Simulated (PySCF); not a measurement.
Runs of PySCF 2.14.0 on Sn. Symmetry: Immm, No. 71, orthorhombic system. Conventional cell: a = 3.453 Å, b = 3.551 Å, c = 4.677 Å, α = 90.00°, β = 90.00°, γ = 90.00°. Around Sn (site symmetry mmm) lie 12 Sn at 3.41 to 3.55 Å. This isn't the form of Sn at room conditions, which is tetragonal (white tin).

```csv
task,level,cell,k mesh,symmetry,density cutoff,exponents discarded below (exp_to_discard),conv_tol,max_cycle,gap on the mesh (eV),V0 of scaled cells (Å³/atom),B0 (GPa)
single point,PBE,cell strained at random at fixed volume,8 × 8 × 9,no,40 Ha,0.05 1/bohr^2,1e-07 Ha,60,none,-,-
equation of state,PBEsol,as given,11 × 11 × 11,yes,50 Ha,0.02 1/bohr^2,-,-,-,(a),51
density of states,PBE,as given,11 × 11 × 11,yes,50 Ha,0.02 1/bohr^2,1e-07 Ha,60,none,-,-
density of states,PBEsol,as given,11 × 11 × 11,yes,50 Ha,0.02 1/bohr^2,1e-07 Ha,60,none,-,-
equation of state,PBE,as given,11 × 11 × 11,yes,50 Ha,0.02 1/bohr^2,-,-,-,28.78,47
```

Alike in all rows: potentials or basis DZVP-MOLOPT-SR/GTH-PBE (potentials made for PBE); no spin polarisation; smearing fermi-dirac 0.05 eV.

Fill in the values left out.

(a) 28.30.

Caveats: the basis of atomic orbitals isn't converged, which shifts pressures, moduli and gaps; the potentials were made for another functional, which shifts forces and pressure (some runs); the cell was scaled at fixed shape and fractional positions, which overstates the stiffness of a crystal with free parameters, most of all of layers and chains (some runs).

A k mesh can miss the band edges, and the runs leave out spin-orbit coupling on Sn.

A gap of «none» marks a metal or a gap under the smearing width.
